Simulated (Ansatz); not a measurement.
GaSe: experiment and calculation

**Experimental background.**

From “Growth and Liquid-Phase Exfoliation of GaSe1−xSx Crystals”, 2022, pmc:9605154, for a bulk crystal of GaSe: lattice constant a 3.76 Å; lattice constant c 15.94 Å.

The runs below are set against these values where they give the same quantity.

Computed with DFT PBE+D3(BJ), scalar-relativistic, plane waves, PAW (Ansatz 0.2.0).

Plane waves to 420 eV, a k mesh through Γ of 12×12×2 on the computed 8-atom cell and Gaussian smearing (0.02 eV); no spin polarisation.

Relaxed structure, symmetry kept:

```cif
data_structure
_symmetry_space_group_name_H-M 'P 1'
_symmetry_Int_Tables_number 1
_cell_length_a 3.7693
_cell_length_b 3.7693
_cell_length_c 15.9664
_cell_angle_alpha 90.000
_cell_angle_beta 90.000
_cell_angle_gamma 120.000
_cell_volume 196.46
loop_
_atom_site_label
_atom_site_type_symbol
_atom_site_fract_x
_atom_site_fract_y
_atom_site_fract_z
_atom_site_occupancy
Ga1 Ga 0.33333 0.66667 0.17349 1
Ga2 Ga 0.66667 0.33333 0.67349 1
Ga3 Ga 0.33333 0.66667 0.32651 1
Ga4 Ga 0.66667 0.33333 0.82651 1
Se1 Se 0.33333 0.66667 0.59970 1
Se2 Se 0.66667 0.33333 0.09970 1
Se3 Se 0.33333 0.66667 0.90030 1
Se4 Se 0.66667 0.33333 0.40030 1
```

| Item | Value |
| --- | --- |
| Space group | P6_3/mmc (No. 194) |
| Volume per atom | 24.56 Å³ |
| Kohn–Sham band gap | 0.87 eV, direct at Γ |
| Löwdin character of the top 1 eV of the valence band | Se 4p 69 %, Ga 4p 21 % |
| Löwdin character of the lowest 1 eV of the conduction band | Ga 4p 34 %, Se 4p 31 %, Ga 4s 22 %, unprojected 7 % |
| Electron masses at the edge by Cartesian direction of the standard setting (m_e; degenerate bands sorted by energy; no spin-orbit coupling) | x: 0.12; y: 0.12; z: 0.097 |
| Hole masses at the edge by Cartesian direction of the standard setting (m_e; degenerate bands sorted by energy; no spin-orbit coupling) | x: 1.5; y: 1.5; z: 0.084 |
| Electronic dielectric constant xx, yy, zz of the standard setting (independent particles) | 8.9, 8.9, 9.2 |
| Bader charges (e) | Ga (4 in the cell) 0.67, Se (4 in the cell) -0.67 |

Measured lattice constant a of GaSe: 3.76 Å (the paper above). This calculation gives 3.769 Å (+0.2 %). The measured value has few digits, which limits the comparison. Against the measured lattice constant c of GaSe, 15.94 Å (the paper above), the calculated 15.966 Å is off by +0.2 %. The calculation is for 0 K without zero-point motion.